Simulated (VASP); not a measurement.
# TePb (Fm-3m) in VASP: notebook

Runs on TePb. Level: PBEsol. Tasks: single point, relaxation of cell and atoms.

All numbers are computed with VASP 6.6.1; they aren't measurements. Logs are shortened: lines on timing, memory, paths and dates and some standing lists are left out, and cuts for length are marked.

**The experiment to reproduce.**

A printed reference work, monograph reports, for a bulk crystal of TePb at 4.2 K: band gap 0.19 eV (direct).

The results are compared with them further down.

## 1. The cell of the first run

The structure is cubic, space group Fm-3m (No. 225). The conventional cell has a = 6.580 Å, b = 6.580 Å, c = 6.580 Å, α = 90.00°, β = 90.00°, γ = 90.00°. Te (site symmetry m-3m) has 6 Pb at 3.29 Å within 4.3 Å. Within 4.3 Å of Pb (site symmetry m-3m) lie 6 Te at 3.29 Å.

## 2. Single point, PBEsol (strained)

INCAR

```
SYSTEM = TePb
PREC = Accurate ; ENCUT = 520
EDIFF = 1E-6 ; ISMEAR = 0
SIGMA = 0.02 ; LREAL = .FALSE.
LASPH = .TRUE. ; NELM = 60
ALGO = Normal ; ISIF = 2
LWAVE = .FALSE. ; LCHARG = .FALSE.
GGA = PS ; NBANDS = 17
```

KPOINTS

```
regular mesh
0
G
  8 8 8
  0 0 0
```

POSCAR

```
TePb
1.0
    0.0000000000      3.2898619600      3.2898619600
    3.2898619600      0.0000000000      3.2898619600
    3.2898619600      3.2898619600      0.0000000000
Te Pb
1 1
Direct
    0.5000000000      0.5000000000      0.5000000000
    0.0000000000      0.0000000000      0.0000000000
```

Potentials or basis: VASP PAW PBE potentials, release 64 (Te, Pb_d).

Launch:

```bash
$ cat potpaw_PBE.64/Te/POTCAR potpaw_PBE.64/Pb_d/POTCAR > POTCAR
$ mpirun -np 1 vasp_std > vasp.out
```

OUTCAR:

```text
SYSTEM = TePb
   PREC = Accurate
   ENCUT = 520
   EDIFF = 1E-6
   ISMEAR = 0
   LREAL = .FALSE.
   LASPH = .TRUE.
   NELM = 60
   ISIF = 2
   GGA = PS

 ion  position               nearest neighbor table
   1  0.500  0.500  0.500-   2 3.29   2 3.29   2 3.29   2 3.29   2 3.29   2 3.29
   2  0.000  0.000  0.000-   1 3.29   1 3.29   1 3.29   1 3.29   1 3.29   1 3.29

  LATTYP: Found a face centered cubic cell.
 ALAT       =     6.5797239200

  Lattice vectors:

 A1 = (   0.0000000000,   3.2898619600,   3.2898619600)
 A2 = (   3.2898619600,   0.0000000000,   3.2898619600)
 A3 = (   3.2898619600,   3.2898619600,   0.0000000000)

Analysis of symmetry for initial positions (statically):
=====================================================================
 Subroutine PRICEL returns:
 Original cell was already a primitive cell.

 Routine SETGRP: Setting up the symmetry group for a
 face centered cubic supercell.

 Subroutine GETGRP returns: Found 48 space group operations
 (whereof 48 operations were pure point group operations)
 out of a pool of 48 trial point group operations.

The static configuration has the point symmetry O_h .

Analysis of symmetry for dynamics (positions and initial velocities):
=====================================================================
 Subroutine PRICEL returns:
 Original cell was already a primitive cell.

 Routine SETGRP: Setting up the symmetry group for a
 face centered cubic supercell.

 Subroutine GETGRP returns: Found 48 space group operations
 (whereof 48 operations were pure point group operations)
 out of a pool of 48 trial point group operations.

The dynamic configuration has the point symmetry O_h .

 Subroutine INISYM returns: Found 48 space group operations
 (whereof 48 operations are pure point group operations),
 and found     1 'primitive' translations

----------------------------------------------------------------------------------------

                                     Primitive cell

  volume of cell :      71.2136

  direct lattice vectors                    reciprocal lattice vectors
     0.000000000  3.289861960  3.289861960    -0.151982061  0.151982061  0.151982061
     3.289861960  0.000000000  3.289861960     0.151982061 -0.151982061  0.151982061
     3.289861960  3.289861960  0.000000000     0.151982061  0.151982061 -0.151982061

  length of vectors
     4.652567402  4.652567402  4.652567402     0.263240651  0.263240651  0.263240651

  position of ions in fractional coordinates (direct lattice)
     0.500000000  0.500000000  0.500000000
     0.000000000  0.000000000  0.000000000

  ion indices of the primitive-cell ions
   primitive index   ion index
                 1           1
                 2           2

----------------------------------------------------------------------------------------

 KPOINTS: regular mesh

Automatic generation of k-mesh.
 Grid dimensions read from file:
 generate k-points for:    8    8    8

 Generating k-lattice:

  Cartesian coordinates                     Fractional coordinates (reciprocal lattice)
    -0.018997758  0.018997758  0.018997758     0.125000000  0.000000000  0.000000000
     0.018997758 -0.018997758  0.018997758     0.000000000  0.125000000  0.000000000
     0.018997758  0.018997758 -0.018997758     0.000000000  0.000000000  0.125000000

  Length of vectors
     0.032905081  0.032905081  0.032905081

  Shift w.r.t. Gamma in fractional coordinates (k-lattice)
     0.000000000  0.000000000  0.000000000

 Subroutine IBZKPT returns following result:
 ===========================================

 Found     29 irreducible k-points:

 Following reciprocal coordinates:
            Coordinates               Weight
  0.000000  0.000000  0.000000      1.000000
  0.125000  0.000000  0.000000      8.000000
  0.250000  0.000000  0.000000      8.000000
  0.375000  0.000000  0.000000      8.000000
  0.500000  0.000000  0.000000      4.000000
  0.125000  0.125000  0.000000      6.000000
[... 16 lines left out ...]
  0.500000  0.250000  0.125000     48.000000
 -0.375000  0.250000  0.125000     24.000000
 [... further k-points ...]
   k-points           NKPTS =     29   k-points in BZ     NKDIM =     29   number of bands    NBANDS=     17
   number of dos      NEDOS =    301   number of ions     NIONS =      2
   total plane-waves  NPLWV =  46656
   dimension x,y,z NGX =    36 NGY =   36 NGZ =   36
   dimension x,y,z NGXF=    72 NGYF=   72 NGZF=   72
   ions per type =               1   1
   NGX,Y,Z   is equivalent  to a cutoff of  12.86, 12.86, 12.86 a.u.
   NGXF,Y,Z  is equivalent  to a cutoff of  25.73, 25.73, 25.73 a.u.
 SYSTEM =  TePb
   PREC   = accura    normal or accurate (medium, high low for compatibility)
   ISTART =      0    job   : 0-new  1-cont  2-samecut
   ICHARG =      2    charge: 1-file 2-atom 10-const
   ISPIN  =      1    spin polarized calculation?
   LNONCOLLINEAR =      F non collinear calculations
[... 99 lines left out ...]
      3     -11.7588      2.00000
      4     -11.7488      2.00000
      5     -11.7488      2.00000
      6      -5.8357      2.00000
[... 9 lines left out ...]
     16      12.8993      0.00000
     17      15.1761      0.00000

 k-point     5 :       0.5000    0.0000    0.0000
  band No.  band energies     occupation
      1     -11.7792      2.00000
      2     -11.7792      2.00000
      3     -11.7585      2.00000
      4     -11.7466      2.00000
      5     -11.7466      2.00000
      6      -5.5176      2.00000
[... 9 lines left out ...]
     16      14.0328      0.00000
     17      14.0328      0.00000

 k-point     6 :       0.1250    0.1250    0.0000
  band No.  band energies     occupation
      1     -11.7725      2.00000
      2     -11.7664      2.00000
      3     -11.7620      2.00000
      4     -11.7579      2.00000
      5     -11.7579      2.00000
      6      -6.6537      2.00000
[... 9 lines left out ...]
     16      11.4165      0.00000
     17      12.4376      0.00000

 k-point     7 :       0.2500    0.1250    0.0000
  band No.  band energies     occupation
      1     -11.7780      2.00000
      2     -11.7676      2.00000
      3     -11.7619      2.00000
      4     -11.7545      2.00000
      5     -11.7532      2.00000
      6      -6.3773      2.00000
[... 9 lines left out ...]
     16      12.2453      0.00000
     17      13.5162      0.00000

 k-point     8 :       0.3750    0.1250    0.0000
  band No.  band energies     occupation
      1     -11.7826      2.00000
      2     -11.7718      2.00000
      3     -11.7598      2.00000
      4     -11.7511      2.00000
      5     -11.7479      2.00000
      6      -5.9211      2.00000
[... 9 lines left out ...]
     16      13.4020      0.00000
     17      14.8558      0.00000
[... 203 lines left out ...]
      1     -11.8094      2.00000
      2     -11.7664      2.00000
      3     -11.7612      2.00000
      4     -11.7420      2.00000
      5     -11.7411      2.00000
      6      -5.3570      2.00000
[... 9 lines left out ...]
     16      14.9927      0.00000
     17      15.3770      0.00000

 k-point    20 :      -0.3750    0.3750    0.0000
  band No.  band energies     occupation
      1     -11.8029      2.00000
      2     -11.7662      2.00000
      3     -11.7613      2.00000
      4     -11.7453      2.00000
      5     -11.7426      2.00000
      6      -5.2317      2.00000
[... 9 lines left out ...]
     16      13.8575      0.00000
     17      15.5410      0.00000

 k-point    21 :       0.5000    0.5000    0.0000
  band No.  band energies     occupation
      1     -11.8151      2.00000
      2     -11.7688      2.00000
      3     -11.7586      2.00000
      4     -11.7397      2.00000
      5     -11.7397      2.00000
      6      -5.3173      2.00000
[... 9 lines left out ...]
     16      15.3062      0.00000
     17      15.6334      0.00000

 k-point    22 :       0.3750    0.2500    0.1250
  band No.  band energies     occupation
      1     -11.7843      2.00000
      2     -11.7684      2.00000
      3     -11.7616      2.00000
      4     -11.7508      2.00000
      5     -11.7497      2.00000
      6      -6.0510      2.00000
[... 9 lines left out ...]
     16      13.2934      0.00000
     17      13.7348      0.00000

 k-point    23 :       0.5000    0.2500    0.1250
  band No.  band energies     occupation
      1     -11.7884      2.00000
      2     -11.7717      2.00000
      3     -11.7585      2.00000
      4     -11.7495      2.00000
      5     -11.7463      2.00000
      6      -5.6105      2.00000
[... 9 lines left out ...]
     16      13.6276      0.00000
     17      14.6629      0.00000

 k-point    24 :      -0.3750    0.2500    0.1250
  band No.  band energies     occupation
      1     -11.7897      2.00000
      2     -11.7735      2.00000
      3     -11.7555      2.00000
      4     -11.7510      2.00000
      5     -11.7445      2.00000
      6      -5.3553      2.00000
[... 9 lines left out ...]
     16      14.5379      0.00000
     17      14.7639      0.00000

 [... further k-points ...]

------------------------ aborting loop because EDIFF is reached ----------------------------------------

  FORCE on cell =-STRESS in cart. coord.  units (eV):
  Direction    XX          YY          ZZ          XY          YZ          ZX
  --------------------------------------------------------------------------------------
  -------------------------------------------------------------------------------------
  Total       -1.1064527     -1.1064527     -1.1064527      0.0000000      0.0000000     -0.0000000
  in kB      -24.8931824    -24.8931824    -24.8931824      0.0000000      0.0000000     -0.0000000
  external PRESSURE =     -24.8931824 kB  Pullay stress =       0.0000000 kB

 VOLUME and BASIS-vectors are now :
 -----------------------------------------------------------------------------
  energy-cutoff  :      520.00
  volume of cell :       71.21
      direct lattice vectors                 reciprocal lattice vectors
     0.000000000  3.289861960  3.289861960    -0.151982061  0.151982061  0.151982061
     3.289861960  0.000000000  3.289861960     0.151982061 -0.151982061  0.151982061
     3.289861960  3.289861960  0.000000000     0.151982061  0.151982061 -0.151982061

 POSITION                                       TOTAL-FORCE (eV/Angst)
 -----------------------------------------------------------------------------------
      3.28986      3.28986      3.28986         0.000000      0.000000      0.000000
      0.00000      0.00000      0.00000         0.000000      0.000000     -0.000000
 -----------------------------------------------------------------------------------
    total drift:                               -0.000000      0.000000      0.000000

  FREE ENERGIE OF THE ION-ELECTRON SYSTEM (eV)
  ---------------------------------------------------
  free  energy   TOTEN  =        -8.2243203251 eV

  energy  without entropy=       -8.2243203251  energy(sigma->0) =       -8.22432033
```

Run time: 23 s. Hardware: 1 thread of Intel Xeon Platinum 8488C (Sapphire Rapids), shared host; peak memory 0.22 GiB.

What came out:

```yaml
Free_energy: -8.2243 eV
Pressure: -2.5 GPa
Band_gap_on_the_k_mesh: 0.77 eV, direct
```

Caveat: the cell differs from its parent crystal (strained); the PAW data sets were made with another functional, which shifts forces and pressure a little; spin-orbit coupling is left out, which moves the levels of the heavy elements. A k mesh can miss the band edges.

## 3. Single point, PBEsol

This run uses another cell than the first one, of 33.43 Å³/atom, 0.939 times its volume.

INCAR

```
SYSTEM = TePb
  ALGO = Normal
  EDIFF = 1E-6
  ENCUT = 520
  GGA = PS
  ISIF = 2
  ISMEAR = 0
  LASPH = .TRUE.
  LCHARG = .TRUE.
  LELF = .TRUE.
  LREAL = .FALSE.
  LVHAR = .TRUE.
  LWAVE = .FALSE.
  NBANDS = 17
  NELM = 100
  PREC = Accurate
  SIGMA = 0.02
```

KPOINTS

```
k-points
0
G
  8 8 8
  0 0 0
```

POSCAR

```
TePb
1.0
    0.0000000000      3.2215320084      3.2215320084
    3.2215320084      0.0000000000      3.2215320084
    3.2215320084      3.2215320084      0.0000000000
Te Pb
1 1
Direct
    0.5000000000      0.5000000000      0.5000000000
    0.0000000000      0.0000000000      0.0000000000
```

Potentials or basis: VASP PAW PBE potentials, release 64 (Te, Pb_d).

Launch:

```bash
$ cat potpaw_PBE.64/Te/POTCAR potpaw_PBE.64/Pb_d/POTCAR > POTCAR
$ mpirun -np 1 vasp_std > vasp.out
```

It took 22 s on 1 thread of Intel Xeon 6975P-C, shared host; peak memory 0.22 GiB.

Results (log left out):

```yaml
Free_energy: -8.2591 eV
Pressure: 0.0 GPa
Band_gap_on_the_k_mesh: 0.65 eV, direct
```

Levels at points of the mesh, in eV from the valence-band top:
| k point | band 7 | band 8 | band 9 | band 10 | band 11 | band 12 | band 13 | band 14 |
| --- | --- | --- | --- | --- | --- | --- | --- | --- |
| (0.00, 0.00, 0.00) | -5.59 | -1.37 | -1.37 | -1.37 | 4.07 | 4.07 | 4.07 | 5.74 |
| (0.50, 0.00, 0.00) | -8.65 | -0.90 | -0.90 | 0.00 | 0.65 | 1.22 | 1.22 | 8.30 |
| (0.50, 0.50, 0.00) | -7.32 | -4.59 | -2.86 | -2.86 | 3.17 | 5.49 | 5.49 | 6.73 |

Caveat: the PAW data sets were made with another functional, which shifts forces and pressure a little; spin-orbit coupling is left out, which moves the levels of the heavy elements.

## 4. Relaxation of cell and atoms, PBEsol

This run uses another cell than the first one, of 33.60 Å³/atom, 0.944 times its volume.

INCAR

```
SYSTEM = TePb
PREC     = Accurate       ! precision mode
ENCUT    = 600            ! plane-wave cutoff, eV
EDIFF    = 1E-6           ! SCF threshold, eV
ISMEAR   = 0              ! smearing method
SIGMA    = 0.02           ! smearing width, eV
LREAL    = .FALSE.        ! projectors in reciprocal space
LASPH    = .TRUE.         ! aspherical terms in the spheres
NELM     = 80             ! most SCF steps
ALGO     = Normal         ! electronic algorithm
ISIF     = 3              ! what is computed and relaxed
LWAVE    = .FALSE.        ! write WAVECAR
LCHARG   = .FALSE.        ! write CHGCAR
GGA      = PS             ! functional
IBRION   = 2              ! ionic algorithm
NSW      = 100            ! ionic steps
EDIFFG   = -0.005         ! ionic threshold
```

KPOINTS

```
regular mesh
0
G
  8 8 8
  0 0 0
```

POSCAR

```
TePb
1.0
    0.0000000000      3.2270000000      3.2270000000
    3.2270000000      0.0000000000      3.2270000000
    3.2270000000      3.2270000000      0.0000000000
Te Pb
1 1
Direct
    0.5000000000      0.5000000000      0.5000000000
    0.0000000000      0.0000000000      0.0000000000
```

Launch:

```bash
$ cat potpaw_PBE.64/Te/POTCAR potpaw_PBE.64/Pb_d/POTCAR > POTCAR
$ mpirun -np 1 vasp_std > vasp.out
```

Run time: 44 s. Hardware: 1 thread of Intel Xeon 6975P-C, shared host; peak memory 0.23 GiB.

Results (log left out):

```
Free energy                            : -8.2592 eV
Relaxed volume                         : 33.48 Å³/atom
Relaxed cell                           : a = 4.558 Å, b = 4.558 Å, c = 4.558 Å, α = 60.00°, β = 60.00°, γ = 60.00°
Space group after relaxing (to 0.05 Å) : Fm-3m (No. 225)
Energy gained by relaxing              : 0.1 meV/atom
Ionic steps                            : 4
Pressure after relaxing                : 0.0 GPa
Band gap on the k mesh                 : 0.65 eV, direct
```

Step by step:
```
step  energy change (eV)  largest force (eV/Å)  pressure (GPa)  volume (Å³)
   1              0.0000                0.0000           -0.23        67.21
   2             -0.0002                0.0000            0.10        66.74
   3             -0.0002                0.0000            0.06        66.89
   4             -0.0002                0.0000           -0.02        66.95
```

Final structure:
```
Te Pb
1.0
     0.00000    3.22288    3.22288
     3.22288    0.00000    3.22288
     3.22288    3.22288    0.00000
Te Pb
1 1
Direct
  0.50000 0.50000 0.50000
  0.00000 0.00000 0.00000
```

Levels at points of the mesh, in eV from the valence-band top:
| k point | band 6 | band 7 | band 8 | band 9 | band 10 | band 11 | band 12 | band 13 | band 14 |
| --- | --- | --- | --- | --- | --- | --- | --- | --- | --- |
| (0.00, 0.00, 0.00) | -12.10 | -5.60 | -1.36 | -1.36 | -1.36 | 4.07 | 4.07 | 4.07 | 5.74 |
| (0.50, 0.00, 0.00) | -10.64 | -8.65 | -0.90 | -0.90 | 0.00 | 0.65 | 1.23 | 1.23 | 8.30 |
| (0.50, 0.50, 0.00) | -10.38 | -7.32 | -4.58 | -2.85 | -2.85 | 3.18 | 5.49 | 5.49 | 6.73 |

Caveat: the PAW data sets were made with another functional, which shifts forces and pressure a little; spin-orbit coupling is left out, which moves the levels of the heavy elements. A k mesh can miss the band edges.

## 5. The runs side by side

| task | cell | cutoff (eV) | gap on the mesh (eV) | pressure (GPa) |
| --- | --- | --- | --- | --- |
| single point | a = 4.653 Å, angles 60.0°, 2 atoms | 520 | 0.77 | -2.5 |
| single point | a = 4.556 Å, angles 60.0°, 2 atoms | 520 | 0.65 | 0.0 |
| relaxation of cell and atoms | relaxed from a = 4.564 Å, angles 60.0°, 2 atoms | 600 | 0.65 | 0.0 |

Alike in all rows: level PBEsol; potentials or basis VASP PAW PBE potentials, release 64 (Te, Pb_d); no spin polarisation; k mesh 8 × 8 × 8; smearing gaussian 0.02 eV.

Caveats: the PAW data sets were made with another functional, which shifts forces and pressure a little; spin-orbit coupling is left out, which moves the levels of the heavy elements.

Total energies depend on the potentials used, so only differences within one code and one set of settings carry meaning.

## 6. Comparison with measurements

Step 3. Against the measured gap of TePb, 0.19 eV (direct; 4.2 K; a printed reference work, monograph), the calculated 0.65 eV is off by +0.46 eV. Spin-orbit coupling on Pb, Te is left out. The value is that of PBEsol on a finite k mesh, which can miss the band edges, without temperature or zero-point motion.
